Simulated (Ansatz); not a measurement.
MoP under changes of volume

One of the cells (14.353 Å³/atom); the others are scaled copies at fixed shape and fractional positions:

```
Mo P
1.0
     3.22300    0.00000    0.00000
    -1.61150    2.79120    0.00000
     0.00000    0.00000    3.19100
Mo P
1 1
Direct
  0.00000 0.00000 0.00000
  0.33333 0.66667 0.50000
```

```yaml
Program: Ansatz 0.2.0
Functional: PBE
Potentials_or_basis: all-electron LAPW, scalar-relativistic
Cutoff: 275 eV (chosen from the basis error)
Basis_error_allowed: 0.0005 eV/atom
k_mesh: 10 × 10 × 8
Occupations: fermi-dirac, width 0.05 eV
Spin: no spin polarisation
```

```csv
volume (Å³/atom),energy over the lowest point (meV/atom),pressure (GPa)
13.492,?,?
13.779,27.79,13.1
14.066,9.47,7.5
14.353,0.52,2.6
14.640,0.00,-1.9
14.927,7.04,-5.9
15.214,20.87,-9.4
```

What does the run at 13.492 Å³/atom give?

Energy over the lowest point 56.56 meV/atom; pressure 19.2 GPa.

Worked out: A Birch-Murnaghan fit of order 3 (a polynomial in V^(-2/3)) to the other rows has its minimum at 14.51 Å³/atom with B0 = V·E''(V) = 224 GPa and B' = 4.4 at fixed shape and positions, which overstates the stiffness. It gives 56.57 meV/atom at 13.492 Å³/atom, against the run's 56.56, and -dE/dV = 19.2 GPa, against 19.2.

Energies are extrapolated to zero smearing.
